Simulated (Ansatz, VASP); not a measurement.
## Two plane-wave programs on AlN

```xyz
2
Lattice="0.0000 2.0052 2.0052 2.0052 0.0000 2.0052 2.0052 2.0052 0.0000" Properties=species:S:1:pos:R:3 pbc="T T T"
Al    2.0052    2.0052    2.0052
N     0.0000    0.0000    0.0000
```

Measurements of this composition are mostly on another form, of space group No. 186.

Alike in both runs: task relaxation of cell and atoms; functional LDA; k mesh 10 × 10 × 10; occupations gaussian, width 0.02 eV; no spin polarisation.

|  | VASP | Ansatz |
| --- | --- | --- |
| version | VASP 6.6.1 | Ansatz 0.2.0 |
| potentials or method | VASP PAW LDA potentials, release 64 (Al, N) | scalar-relativistic, plane waves, PAW |
| plane-wave cutoff (eV) | 600 | 420 |
| valence electrons in the cell | 8 | 8 |

Ansatz gave:

* gap on the k mesh at the Fermi level, each at its own relaxed structure (eV): 4.71
* relaxed volume (Å³/atom): 8.07
* relaxed cell length with the largest relative difference (Å): 2.836

Problem. Estimate VASP's values.

Solution. gap on the k mesh at the Fermi level, each at its own relaxed structure (eV): 4.68; relaxed volume (Å³/atom): 8.08; relaxed cell length with the largest relative difference (Å): 2.838.

A k mesh can miss the band edges. Expect the measured gap to be larger: semilocal functionals such as LDA lack the derivative discontinuity.
